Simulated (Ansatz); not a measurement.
A relaxed cell of RbBr is given with its symmetry left out. The cell was found from a structure generator's guess, not taken from experiment.

Theory: DFT PBE, scalar-relativistic, plane waves, PAW (Ansatz 0.2.0). Cutoff 420 eV, Γ-centred mesh, Gaussian smearing, no spin polarisation.

Only a and b repeat, and vacuum parts the sheet from its images along c.

```xyz
2
Lattice="8.3219 0.0000 0.0000 0.0000 6.3529 0.0000 0.0000 0.0000 23.8000" Properties=species:S:1:pos:R:3 pbc="T T F"
Rb    0.0000    0.0000    7.0000
Br    0.0000    3.1764    7.0000
```

The zero of energy is the elements' standard structures at the same level; no fitted shifts are applied. The references include crystalline Br.

(1) What layer group does it have?

(2) What is its formation energy per atom?

(3) Is it a metal?

Results:

(1) pmmm (No. 37). In-plane cell: a = 8.322 Å, b = 6.353 Å, γ = 90.0°, thickness 0.00 Å between the outermost nuclei. Rb at height 0.00 Å has 2 Br at 3.18 Å; Br at height 0.00 Å has 2 Rb at 3.18 Å.

(2) −1.351 eV/atom. It lies below the elements, which doesn't yet make it stable against other compounds or structures.

(3) No, the gap on the 4×4×1 mesh is 3.95 eV.

The last run used a 4×4×1 mesh for its 2-atom cell and Gaussian smearing of 0.02 eV. Weakly bound directions are ill-defined at this level, which has no dispersion term. Kohn–Sham gaps at this level usually fall short of measured ones. The reference form of Br is held partly by dispersion forces, which this level lacks. Symmetry constrained the relaxation, so the result can be a saddle point.
